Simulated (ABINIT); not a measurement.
Crystal: Ag.

```xyz
2
Lattice="2.9300 0.0000 0.0000 -1.4650 2.5375 0.0000 0.0000 0.0000 4.7900" Properties=species:S:1:pos:R:3 pbc="T T T"
Ag    1.4650    0.8458    3.5925
Ag    0.0000    1.6916    1.1975
```

This isn't the form of Ag at room conditions, which is fcc.

Base run:

- Program: ABINIT 10.8.3 (patched build)
- Functional: WC
- Potentials or basis: JTH PAW PBE v2.0
- Cutoff: 544 eV
- k mesh: 10 × 10 × 6
- Occupations: fermi-dirac, width 0.05 eV
- Spin: no spin polarisation

Its results: band gap on the k mesh none (metal or under the smearing width); pressure -5.6 GPa.

Q: After a change of settings the same cell gave: band gap on the k mesh none (metal or under the smearing width); pressure -10.3 GPa. Which change was it?
A. functional from WC to PBEsol
B. functional from WC to BLYP
C. functional from WC to r2SCAN
D. functional from WC to LDA

A: D.

LDA binds more tightly than WC, so the same cell stands under less pressure.

Caveats: the PAW data sets were made with another functional, which shifts forces and pressure a little.
